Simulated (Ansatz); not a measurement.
BaSnO₃ (cubic perovskite, Pm-3m) under volume change, DFT-PBEsol in the program Ansatz with PAW potentials, scaled uniformly.

| V (Å³/atom) | E − E(relaxed) (meV/atom) | P (GPa) |
|---|---|---|
| 12.745 | 64.5 | 17.97 |
| 13.165 | 26.9 | 10.90 |
| 13.586 | 6.3 | 4.97 |
| 14.006 | 0.0 | 0.00 |
| 14.426 | 5.6 | -4.15 |
| 14.846 | 21.2 | -7.62 |
| 15.266 | 45.0 | -10.49 |

Problem. What does a third-order Birch–Murnaghan fit give for V₀, B₀ and B′?

Solution. V₀ = 14.01 Å³/atom, B₀ = 151 GPa, B′ = 4.9.

The cell was relaxed with PBEsol under the symmetry of its start. Scalar-relativistic: spin–orbit coupling is off unless named, which matters more the heavier the elements.

Potentials: the later of the program's two PAW sets.
